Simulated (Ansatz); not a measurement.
# AlP: testing the settings of optics runs

Aim: run 3 optics inputs for AlP as typed, and read from each log whether it ends well.

The COD entry's cell or inner coordinates are ideal or old and differ from later refinements, so a difference from it is no clean test against experiment.

Program: Ansatz 0.2.0. Level of theory: plane waves, PAW; the settings change from run to run, as each input shows. These are calculated values, not measurements.

1 further run of the same task is left out (it didn't finish). Runs told in other sessions of the task aren't counted.

## 1. The starting structure

The structure is cubic, space group F-43m (No. 216). The conventional cell has a = 5.479 Å, b = 5.479 Å, c = 5.479 Å, α = 90.00°, β = 90.00°, γ = 90.00°. Al (site symmetry -43m) has 4 P at 2.37 Å in its first shell of neighbours. Around P (site symmetry -43m) lie 4 Al at 2.37 Å.

Coordinates:

```
Al P
1.0
     0.00000    2.73926    2.73926
     2.73926    0.00000    2.73926
     2.73926    2.73926    0.00000
Al P
1 1
Direct
  0.00000 0.00000 0.00000
  0.25000 0.25000 0.25000
```

The cell was relaxed beforehand with r2SCAN; those runs aren't shown.

For scale, an earlier run with the standard settings (PBE, 6×6×6, gaussian width 0.1 eV, scissors 0 eV) gave ε∞ 8.72; tallest peak of ε₂: 40.4 at 4.50 eV.

## 2. Input 1

The input, input.yaml:

```yaml
crystal:
  lattice:
    - [0.0, 2.7392607946, 2.7392607946]
    - [2.7392607946, 0.0, 2.7392607946]
    - [2.7392607946, 2.7392607946, 0.0]
  atoms:
    - { symbol: Al, position: [0.0, 0.0, 0.0] }
    - { symbol: P, position: [0.25, 0.25, 0.25] }
kpoints:
  mp_grid: { grid: [6, 6, 6] }
hamiltonian:
  xc: r2scan
scf:
  occupations: { method: fixed }
output:
  optics:
    e_range: [0, 15]
    de: 0.1
    sigma: 0.03
    scissors: 0
    scheme: gaussian
    bands: scf
```

Started as:

```
$ ansatz run input.yaml --threads 4 --pin off --max-ram 3686MiB --backend cpu --events-out ev --progress --plain --runs-dir out
```

Log, shortened:

```text
Warning: RAYON_NUM_THREADS=4 ignored (pool sized by the plan → 4); use --threads N
[...]
Pseudopotentials: kind: paw
Pseudopotential: Al, paw, valence charge 3, recommended cutoff 500 eV (meta_gga), Al.paw.azcp
Pseudopotential: P, paw, valence charge 5, recommended cutoff 500 eV (meta_gga), P.paw.azcp
Functional definition: r2SCAN
[...]
Crystal: 2 atoms, lattice volume = 41.108 Å³
Basis set: ecut = 500 eV, 1037 PW (Γ), exchange–correlation on 120×120×120 points (64 copies of the dense FFT grid, shifted against one another)
Bands: 8, of which v1, the nominal top of the filled ones, is band 4 counted from 1 (3 counted from 0)
Symmetry: 24 space group operations
Space group: F-43m (ITA 216), of the structure as read, at distance tolerance 3.5e-5 Å
k-points: 16 of 216 (time reversal used)
[...]
SCF iter   1: F=—  HF=-1301.029251 eV  |F-HF|=—  |Δ(HF+E_count)|=         —  Δρ=2.90e-3  dr2=3.05e-3  dr2_τ=1.29e-2  ethr=1.77e-3  ⟨swp⟩=5.2  Hψ=947  notcnv=0  defer=28
[...]
SCF iter   8: F=-1301.059881 eV  HF=-1301.059881 eV  |F-HF|=4.55e-13  |Δ(HF+E_count)|=  1.48e-11  Δρ=6.36e-8  dr2=1.47e-12  dr2_τ=6.96e-14  ethr=1.00e-12  ⟨swp⟩=4.2  Hψ=815  notcnv=0
[...]
NSCF: frozen V_eff on 1 k-points
NSCF: frozen V_eff on 1 k-points
SCF converged after 8 iterations
Free energy (F): -1301.059881 eV
[...]
E sigma→0 (E₀):  -1301.059881 eV
Fermi energy:    4.791160 eV
[...]
--- Band table (eV; the first three rows and the last of 16) ---
  k-point 0: bands = ["-7.1439", "4.7912", "4.7912", "4.7912", "8.6991", "9.7363", "9.7363", "9.7363"]
[...]
```

It took 3 s on 4 threads of Arm Neoverse V1, shared host; peak memory 0.5 GiB.

From the head of optics.tsv:

```
# eps_inf(xx yy zz) = 7.446701 7.446701 7.446701
# eps_inf_bands = summed_by_request
# eps_inf_summed_bands(xx yy zz) = 7.446701 7.446701 7.446701
# eps2_relative_error = 0.0072
# eps_inf_relative_error = 0.0037
# f_sum_n_eff(xx yy zz) = 6.485218 6.485218 6.485218 of n_electrons = 8.000000
# n_bands = 8
# valid_up_to_ev = 4.855109
# least_direct_gap_ev = 3.907900e0 at k(fractional) = 0.000000 0.000000 0.000000, k_point = 0, channel = 0, bands = 3 4 (counted from 0)
```

The dielectric function from optics.tsv (isotropic) (narrow peaks fall between the rows), cut at 4.8 eV, above which the bands summed leave lines out:

```tsv
E (eV)	ε₂ xx	ε₁ xx
2.40	0.00	9.14
2.50	0.00	9.33
2.60	0.00	9.55
2.70	0.00	9.78
2.80	0.00	10.04
2.90	0.00	10.33
3.00	0.00	10.65
3.10	0.00	11.02
3.20	0.00	11.43
3.30	0.00	11.91
3.40	0.00	12.46
3.50	0.00	13.10
3.60	0.00	13.87
3.70	0.00	14.82
3.80	0.00	16.03
3.90	0.04	17.75
4.00	0.27	20.20
4.10	3.32	24.88
4.20	7.66	25.05
4.30	10.91	25.30
4.40	14.69	24.06
4.50	17.41	23.72
4.60	20.78	23.02
4.70	25.18	21.78
4.80	30.79	17.33
```

## 3. Input 2

Edit input.yaml of step 2 so:

```diff
@@ -11,3 +11,3 @@
 hamiltonian:
-  xc: r2scan
+  xc: pbe
 scf:
@@ -16,7 +16,7 @@
   optics:
-    e_range: [0, 15]
-    de: 0.1
-    sigma: 0.03
+    e_range: [2, 10]
+    de: 0.2
+    sigma: 0.05
     scissors: 0
     scheme: gaussian
-    bands: scf
+    bands: { spectra_wanted_up_to: 10 }
```

Started as:

```
$ ansatz run input.yaml --threads 4 --pin off --max-ram 3686MiB --backend cpu --events-out ev --progress --plain --runs-dir out
```

Log:

```text
Warning: RAYON_NUM_THREADS=4 ignored (pool sized by the plan → 4); use --threads N
Engine: ansatz 0.2.0, aarch64-unknown-linux-gnu
[... 1 set-up line as earlier in the session ...]
Pseudopotential: Al, paw, valence charge 3, recommended cutoff 420 eV (normal), Al.paw.azcp
Pseudopotential: P, paw, valence charge 5, recommended cutoff 420 eV (normal), P.paw.azcp
Functional definition: PBE
  parameter kappa = 0.804
  parameter beta = 0.06672455060314922
  exchange = pbe_x(kappa = kappa, mu = beta*pi^2/3)
  correlation = pbe_c(beta = beta)
Crystal: 2 atoms, lattice volume = 41.108 Å³
Basis set: ecut = 420 eV, 821 PW (Γ)
Bands: 8, of which v1, the nominal top of the filled ones, is band 4 counted from 1 (3 counted from 0)
[... 2 set-up lines as earlier in the session ...]
k-points: 16 of 216 (time reversal used)
Non-local potential: Al, projectors of the file, l = 0: 2, l = 1: 2, l = 2: 1
Non-local potential: P, projectors of the file, l = 0: 2, l = 1: 2, l = 2: 2
PAW form: soft (Blöchl's): semilocal exchange-correlation on the pseudo side does not see the compensation charge
PAW one-centre angular grid: Al, 110 points (default); XC on 64 Gauss nodes
PAW one-centre angular grid: P, 110 points (default); XC on 64 Gauss nodes
Initial density: superposition of atomic densities (neutral atoms: chi_scale 0, normalization atom), corrected by the library's trained network
Initial wavefunctions: pseudopotential atomic-orbital guess
Functional: x = pbe(κ = 0.804, μ = 0.2195149727645171), c = pbe(β = 0.06672455060314922)
SCF iter   1: F=—  HF=-1294.433152 eV  |F-HF|=—  |Δ(HF+E_count)|=         —  Δρ=1.08e-3  dr2=7.63e-4  ethr=1.77e-3  ⟨swp⟩=5.3  Hψ=937  notcnv=0  defer=28
preconditioner: auto → none  [insulator: Δε(μ)=1.586 eV  Ē_g=9.922 eV  n_scr=8 (ndim 8)  ℏωp=16.4 eV  f_vac=0.000  ε∞_Penn≈3.7]
SCF iter   2: F=—  HF=-1294.432942 eV  |F-HF|=—  |Δ(HF+E_count)|=   2.10e-4  Δρ=3.44e-4  dr2=3.73e-5  ethr=9.54e-6  ⟨swp⟩=2.9  Hψ=362  notcnv=0  defer=29
SCF iter   3: F=—  HF=-1294.432991 eV  |F-HF|=—  |Δ(HF+E_count)|=   4.90e-5  Δρ=1.38e-4  dr2=4.72e-6  ethr=4.66e-7  ⟨swp⟩=2.1  Hψ=188  notcnv=0  defer=27
SCF iter   4: F=—  HF=-1294.433000 eV  |F-HF|=—  |Δ(HF+E_count)|=   8.65e-6  Δρ=2.39e-5  dr2=3.89e-7  ethr=5.91e-8  ⟨swp⟩=2.3  Hψ=190  notcnv=0  defer=21
SCF iter   5: F=—  HF=-1294.433000 eV  |F-HF|=—  |Δ(HF+E_count)|=   7.56e-8  Δρ=4.92e-6  dr2=1.56e-8  ethr=4.86e-9  ⟨swp⟩=2.4  Hψ=190  notcnv=0  defer=18
SCF iter   6: F=—  HF=-1294.433000 eV  |F-HF|=—  |Δ(HF+E_count)|=   3.74e-9  Δρ=1.89e-6  dr2=2.29e-9  ethr=1.95e-10  ⟨swp⟩=2.4  Hψ=171  notcnv=0  defer=18
SCF iter   7: F=-1294.433000 eV  HF=-1294.433000 eV  |F-HF|=2.27e-12  |Δ(HF+E_count)|=  4.79e-10  Δρ=1.32e-7  dr2=8.08e-12  ethr=1.00e-12  ⟨swp⟩=5.3  Hψ=853  notcnv=0
SCF 1 converged in 7 iterations: F = -1294.433000 eV  dr2 = 8.08e-12
NSCF: frozen V_eff on 16 k-points
Optics k sum: 0 of 16 k-points
[...]
NSCF: frozen V_eff on 1 k-points
NSCF: frozen V_eff on 1 k-points
output.optics: what the bands over the 14 summed would add to eps1, eps2 and the energy-loss function is held between a lower and an upper bound (6 Lanczos steps). eps1, eps2 and their loss function (loss_summed_bands) are given on every row as the summed bands alone make them. Along an axis, on a row where the two bounds hold the loss function to about 1 % of the greater of itself and 0.5 % of |1/eps|, its cell (loss_completed) is given, with the completed eps1 and eps2 that it is formed of (a cell that is left empty reads nan in the table and null in the record). The two bounds hold it so along every axis on all 41 rows up to 10.000 eV. The run works to bound the rows up to 10.000 eV and no higher ones: a peak of the loss function over that energy may be left empty with no warning. To have the run work for it, set output.optics.bands.spectra_wanted_up_to to a higher energy. perfect_screening_sum, loss_f_sum_n_eff and, beside carriers, perfect_screening_limit are those of loss_summed_bands: over the bounded function the two sums would run over rows that are not all bounded, and lack what the bands left out lay past the top of the energy grid. Bounded is said of the bands left out alone, which are those that the basis at basis.ecutwfc holds: it says nothing of that cutoff, of the k-point mesh, of what the sum inside its cells errs by (eps2_relative_error), of the factors of all_electron_strengths, nor of how far the SCF is converged. The bands left out are taken at the k-points, and what their mean over the points' cells stands off that by is in neither bound: the run's estimate of it, which the test of a row counts in, is 0.01 % of |eps| at the most among the values given; where the mean stood off by over 0.5 % the points' spread read 0.1 to 3 times that
SCF converged after 7 iterations
Free energy (F): -1294.433000 eV
Harris-Foulkes:  -1294.433000 eV  (|F-HF|=2.27e-12)
Internal energy: -1294.433000 eV  (E = F + TS)
E sigma→0 (E₀):  -1294.433000 eV
Fermi energy:    4.951929 eV
--- Per-component energies (eV) ---
  E_band       = 4.290630
  E_kinetic    = 93.661267
  E_local      = -83.009458  (includes V_loc(G=0)·N_el)
  E_nonlocal   = 44.566921
  E_hartree    = 25.202162
  E_xc         = -101.480022
  E_vxc        = -89.983349  (∫ρ·V_xc dr)
  E_paw        = -1036.893921  (= ΣΔE_a)
  E_vpaw       = -11.349056  (= ΣTr[D̂ρ^β])
  E_aug_tail   = 0.000001  (compensation charges beyond the density's cutoff)
  E_ewald      = -236.479949
  E_smearing   = -0.000000  (= −TS)
  E_closure    = -0.000000  (closes the sum)
  Σ components = -1294.433000   (vs F -1294.433000, Δ=0.00e0)
--- Band table (eV; the first three rows and the last of 16) ---
  k-point 0: bands = ["-6.4904", "4.9519", "4.9519", "4.9519", "8.1721", "9.4982", "9.4982", "9.4982"]
  k-point 1: bands = ["-6.1911", "3.0902", "4.7124", "4.7124", "8.5321", "9.9274", "9.9274", "10.5588"]
  k-point 2: bands = ["-5.4130", "0.6484", "4.3446", "4.3446", "7.9681", "9.9851", "9.9851", "12.8307"]
  k-point 15: bands = ["-4.1486", "-0.0576", "2.0804", "2.3210", "8.2700", "9.2472", "12.5580", "12.8990"]
```

It took 2 s on 4 threads of Arm Neoverse V1, shared host; peak memory 0.45 GiB.

From the head of optics.tsv:

```
# eps_inf(xx yy zz) = 8.724009 8.724009 8.724009
# eps_inf_bands = all
# eps_inf_summed_bands(xx yy zz) = 8.707627 8.707627 8.707627
# eps_inf_completed(xx yy zz) = 8.724009 8.724009 8.724009
# eps2_relative_error = 0.0046
# eps_inf_relative_error = 0.0040
# f_sum_n_eff(xx yy zz) = 6.913439 6.913439 6.913439 of n_electrons = 8.000000
# n_bands = 14
# n_bands_set_by = photon_energy
# valid_up_to_ev = 12.064407
# least_direct_gap_ev = 3.220131e0 at k(fractional) = 0.000000 0.000000 0.000000, k_point = 0, channel = 0, bands = 3 4 (counted from 0)
```

The dielectric function from optics.tsv (isotropic), one row in 3 (narrow peaks fall between the rows):

```csv
E (eV),ε₂ xx,ε₁ xx
2.80,0.00,13.10
3.40,0.49,19.45
4.00,16.84,24.42
4.60,34.42,-8.59
5.20,12.34,-3.37
5.80,11.69,-7.94
6.40,7.37,-6.29
7.00,4.95,-5.21
7.60,3.60,-4.14
8.20,2.71,-3.68
8.80,2.28,-3.08
9.40,1.56,-2.64
10.00,1.24,-2.21
```

Tallest peaks of ε₂: 35.8 at 4.40 eV, 16.5 at 5.60 eV.

## 4. Input 3

The input, input.yaml:

```yaml
crystal:
  lattice:
    - [0.0, 2.7392607946, 2.7392607946]
    - [2.7392607946, 0.0, 2.7392607946]
    - [2.7392607946, 2.7392607946, 0.0]
  atoms:
    - { symbol: Al, position: [0.0, 0.0, 0.0] }
    - { symbol: P, position: [0.25, 0.25, 0.25] }
kpoints:
  mp_grid: { grid: [8, 8, 8] }
hamiltonian:
  xc: lda
scf:
  occupations: { method: fixed }
output:
  optics:
    e_range: [0, 20]
    de: 0.05
    sigma: 0.4
    scissors: 0.6
    scheme: fermi_dirac
    bands: scf
  write_density: true
  write_potential: true
  elf: true
  volumetric_format: npy
```

Started as:

```
$ ansatz run input.yaml --threads 4 --pin off --max-ram 3686MiB --backend cpu --events-out ev --progress --plain --runs-dir out
```

Log:

```text
Warning: RAYON_NUM_THREADS=4 ignored (pool sized by the plan → 4); use --threads N
[... 4 set-up lines as earlier in the session ...]
Functional definition: SPW92
  exchange = slater_x
  correlation = pw_c
Crystal: 2 atoms, lattice volume = 41.108 Å³
Basis set: ecut = 420 eV, 821 PW (Γ)
Bands: 8, of which v1, the nominal top of the filled ones, is band 4 counted from 1 (3 counted from 0)
[... 2 set-up lines as earlier in the session ...]
k-points: 29 of 512 (time reversal used)
[... 3 set-up lines as earlier in the session ...]
PAW frozen core: Al, regenerated for the run's functional, and the local potential with it (the file was generated under x = pbe(κ = 0.804, μ = 0.2195149727645171), c = pbe(β = 0.06672455060314922))
PAW frozen core: P, regenerated for the run's functional, and the local potential with it (the file was generated under x = pbe(κ = 0.804, μ = 0.2195149727645171), c = pbe(β = 0.06672455060314922))
[... 4 set-up lines as earlier in the session ...]
Functional: x = slater, c = lda
SCF iter   1: F=—  HF=-1240.037308 eV  |F-HF|=—  |Δ(HF+E_count)|=         —  Δρ=4.33e-3  dr2=8.04e-3  ethr=1.77e-3  ⟨swp⟩=5.5  Hψ=1710  notcnv=0  defer=51
preconditioner: auto → none  [insulator: Δε(μ)=1.426 eV  Ē_g=9.814 eV  n_scr=8 (ndim 8)  ℏωp=16.4 eV  f_vac=0.000  ε∞_Penn≈3.8]
SCF iter   2: F=—  HF=-1240.034902 eV  |F-HF|=—  |Δ(HF+E_count)|=   2.41e-3  Δρ=1.94e-3  dr2=9.50e-4  ethr=1.00e-4  ⟨swp⟩=2.3  Hψ=586  notcnv=0  defer=52
SCF iter   3: F=—  HF=-1240.034704 eV  |F-HF|=—  |Δ(HF+E_count)|=   1.98e-4  Δρ=5.21e-4  dr2=9.27e-5  ethr=1.19e-5  ⟨swp⟩=2.6  Hψ=354  notcnv=0  defer=53
SCF iter   4: F=—  HF=-1240.034691 eV  |F-HF|=—  |Δ(HF+E_count)|=   1.27e-5  Δρ=3.37e-5  dr2=3.37e-7  ethr=1.16e-6  ⟨swp⟩=2.1  Hψ=317  notcnv=0  defer=48
SCF iter   5: F=—  HF=-1240.034692 eV  |F-HF|=—  |Δ(HF+E_count)|=   8.60e-7  Δρ=8.19e-6  dr2=1.84e-8  ethr=4.21e-9  ⟨swp⟩=2.3  Hψ=362  notcnv=0  defer=39
SCF iter   6: F=—  HF=-1240.034692 eV  |F-HF|=—  |Δ(HF+E_count)|=   5.22e-9  Δρ=8.18e-7  dr2=3.24e-10  ethr=2.30e-10  ⟨swp⟩=2.3  Hψ=351  notcnv=0  defer=39
SCF iter   7: F=-1240.034692 eV  HF=-1240.034692 eV  |F-HF|=2.50e-12  |Δ(HF+E_count)|=  1.96e-10  Δρ=9.80e-8  dr2=3.72e-12  ethr=1.00e-12  ⟨swp⟩=5.0  Hψ=1665  notcnv=0
SCF 1 converged in 7 iterations: F = -1240.034692 eV  dr2 = 3.72e-12
Optics k sum: 0 of 29 k-points
[...]
SCF converged after 7 iterations
Free energy (F): -1240.034692 eV
Harris-Foulkes:  -1240.034692 eV  (|F-HF|=2.50e-12)
Internal energy: -1240.034692 eV  (E = F + TS)
E sigma→0 (E₀):  -1240.034692 eV
Fermi energy:    4.768626 eV
--- Per-component energies (eV) ---
  E_band       = 2.657412
  E_kinetic    = 93.730828
  E_local      = -84.856672  (includes V_loc(G=0)·N_el)
  E_nonlocal   = 46.506278
  E_hartree    = 24.968575
  E_xc         = -100.575339
  E_vxc        = -90.243157  (∫ρ·V_xc dr)
  E_paw        = -983.501480  (= ΣΔE_a)
  E_vpaw       = -12.417024  (= ΣTr[D̂ρ^β])
  E_aug_tail   = -0.000001  (compensation charges beyond the density's cutoff)
  E_ewald      = -236.479949
  E_core_change = 0.173068  (= ΣΔE_core)
  E_smearing   = -0.000000  (= −TS)
  E_closure    = 0.000000  (closes the sum)
  Σ components = -1240.034692   (vs F -1240.034692, Δ=0.00e0)
--- Band table (eV; the first three rows and the last of 29) ---
  k-point 0: bands = ["-6.6820", "4.7686", "4.7686", "4.7686", "7.7881", "9.2297", "9.2297", "9.2297"]
  k-point 1: bands = ["-6.5109", "3.5237", "4.6206", "4.6206", "8.2623", "9.5098", "9.5098", "9.6968"]
  k-point 2: bands = ["-6.0292", "1.5771", "4.3275", "4.3275", "7.9065", "9.8154", "9.8154", "11.4786"]
  k-point 28: bands = ["-4.3062", "-0.1631", "1.5976", "1.9538", "8.9833", "10.5567", "10.7698", "10.9854"]
```

It took 1.5 s on 4 threads of Arm Neoverse V1, shared host; peak memory 0.29 GiB.

From the head of optics.tsv:

```
# eps_inf(xx yy zz) = 8.183805 8.183805 8.183805
# eps_inf_bands = summed_by_request
# eps_inf_summed_bands(xx yy zz) = 8.183805 8.183805 8.183805
# eps2_relative_error = 0.0023
# eps_inf_relative_error = 0.0037
# f_sum_n_eff(xx yy zz) = 6.152999 6.152999 6.152999 of n_electrons = 8.000000
# n_bands = 8
# valid_up_to_ev = 1.061124
# least_direct_gap_ev = 3.019519e0 at k(fractional) = 0.000000 0.000000 0.000000, k_point = 0, channel = 0, bands = 3 4 (counted from 0)
```

The dielectric function from optics.tsv (isotropic), one row in 2, cut at 1.1 eV, above which the bands summed leave lines out:

```tsv
E (eV)	ε₂ xx	ε₁ xx
0.00	0.00	8.18
0.10	0.00	8.19
0.20	0.00	8.20
0.30	0.00	8.21
0.40	0.00	8.23
0.50	0.00	8.26
0.60	0.00	8.29
0.70	0.00	8.33
0.80	0.01	8.38
0.90	0.01	8.44
1.00	0.01	8.50
```

## 5. How the runs ended

| input | settings | ended | result | time |
| --- | --- | --- | --- | --- |
| 1 | r2SCAN, 6×6×6, gaussian width 0.03 eV, scissors 0 eV | converged | ε∞ 7.45; tallest peak of ε₂: not reached: the spectrum is complete only to 4.8 eV (peaks narrower than the grid or mesh resolves) | 3 s |
| 2 | PBE, 6×6×6, gaussian width 0.05 eV, scissors 0 eV | converged | ε∞ 8.72; tallest peak of ε₂: 35.8 at 4.40 eV (peaks narrower than the grid or mesh resolves) | 2 s |
| 3 | LDA, 8×8×8, fermi-dirac width 0.4 eV, scissors 0.6 eV | converged | ε∞ 8.18; tallest peak of ε₂: not reached: the spectrum is complete only to 1.1 eV | 1.5 s |

3 converged. Among the runs without a faulty setting ε∞ spans 7.45 (r2SCAN, scissors 0 eV) to 8.72 (PBE, scissors 0 eV); the bands summed and other settings may differ too, as the inputs show. These values shouldn't be quoted for the material: the settings weren't chosen for accuracy.
